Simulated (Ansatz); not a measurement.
## ZnSe: pressure and gap against volume

A database entry relaxed whole under r2SCAN (F-43m):

```
Zn Se
1.0
     0.00000    2.83318    2.83318
     2.83318    0.00000    2.83318
     2.83318    2.83318    0.00000
Zn Se
1 1
Cartesian
  0.0000 0.0000 0.0000
  1.4166 1.4166 1.4166
```

The cell was scaled uniformly, its shape held, and the atoms relaxed at each volume with plane-wave PAW DFT (Ansatz 0.2.0; r2SCAN, 500 eV, 8×8×8 Γ-centred mesh, fermi-dirac occupations of width 0.020 eV; no spin, no spin-orbit coupling). One row is withheld.

```
volume (Å³/atom)  energy over the lowest (meV/atom)  pressure (GPa)  gap over mesh and path (eV)
          21.377                               18.5            4.60                        2.132
          21.832                                7.9            2.90                        2.038
          22.287                                1.9            1.36                        1.948
          22.742                                0.0           -0.01                        1.862
          23.197                                1.8           -1.25                        1.778
          23.651                                  ?               ?                            ?
          24.106                               15.1           -3.35                        1.618
```

Question: Fit the pressures of the other rows to the third-order Birch-Murnaghan form.

Answer: With f = [(V₀/V)^(2/3) − 1]/2 and P = 3B₀f(1 + 2f)^(5/2)[1 + 3(B₀′ − 4)f/2], least squares gives V₀ = 22.74 Å³ an atom, B₀ = 65.2 GPa and B₀′ = 4.4; the rows miss the fit by less than 0.01 GPa. The slope of the energies differs from these pressures by less than 0.05 GPa.

Question: How does the gap move with volume?

Answer: A parabola in ln(V/V₀) through the other rows has the slope dE_g/d ln V = -4.3 eV at V₀, so by B₀ the gap moves by +66 meV a GPa: it widens under pressure.

Question: What does the withheld row hold?

Answer: The fit gives -2.36 GPa at 23.651 Å³; the run gave -2.36 GPa and 7.0 meV an atom. Its gap is 1.696 eV, against 1.696 eV from the parabola.

Caveats: the shape of the cell was held; 0 K, fixed nuclei; the symmetry was kept, and this need not be the phase that is stable at 0 K; one mesh for all volumes; r2SCAN gaps lie as a rule under measured ones; the slope of the gap can be off by tens of per cent, more where shallow d levels or spin-orbit coupling act on the edges; no spin-orbit coupling, which narrows gaps of heavier elements; pressure is positive in compression.
